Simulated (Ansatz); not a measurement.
**NiGe: stable or not**

It was relaxed at this level from a cell as deposited in COD.

Level of theory: DFT PBE, scalar-relativistic, plane waves, PAW in Ansatz 0.2.0. Cutoff 420 eV, Γ-centred 8×12×8 mesh (8-atom cell), Gaussian smearing of 0.10 eV, no spin polarisation.

```yaml
crystal:
  lattice:
    - [5.39310, 0.00000, 0.00000]
    - [0.00000, 3.48325, 0.00000]
    - [0.00000, 0.00000, 5.84615]
  atoms:
    - { symbol: Ni, position: [0.99433, 0.75000, 0.19059] }
    - { symbol: Ni, position: [0.00567, 0.25000, 0.80941] }
    - { symbol: Ni, position: [0.50567, 0.25000, 0.69059] }
    - { symbol: Ni, position: [0.49433, 0.75000, 0.30941] }
    - { symbol: Ge, position: [0.80997, 0.75000, 0.58749] }
    - { symbol: Ge, position: [0.19003, 0.25000, 0.41251] }
    - { symbol: Ge, position: [0.69003, 0.25000, 0.08749] }
    - { symbol: Ge, position: [0.30997, 0.75000, 0.91251] }
```

The zero of energy is the elements' standard structures at the same level; no fitted shifts are applied.

**Question.** These tests were run: energy against the elements; random kick, then relaxation without symmetry; phonons on a 1×2×1 q mesh; elastic tensor. What do they show?

**Answer.**

```
                                         test                         result
                  energy against the elements                  −0.31 eV/atom
random kick, then relaxation without symmetry                        returns
                    phonons on a 1×2×1 q mesh  no imaginary mode on the mesh
                               elastic tensor        least eigenvalue 45 GPa
```

It fails none of these tests. Competing phases weren't compared here.

Trial moments died out on the coarse mesh, so the last step has no spin; another magnetic start might hold. The kick test ran on a coarse mesh. The run for the phonons used an 8×12×8 k mesh and Fermi–Dirac smearing of 0.15 eV. The run for the elastic tensor used an 8×12×8 k mesh and Fermi–Dirac smearing of 0.15 eV.
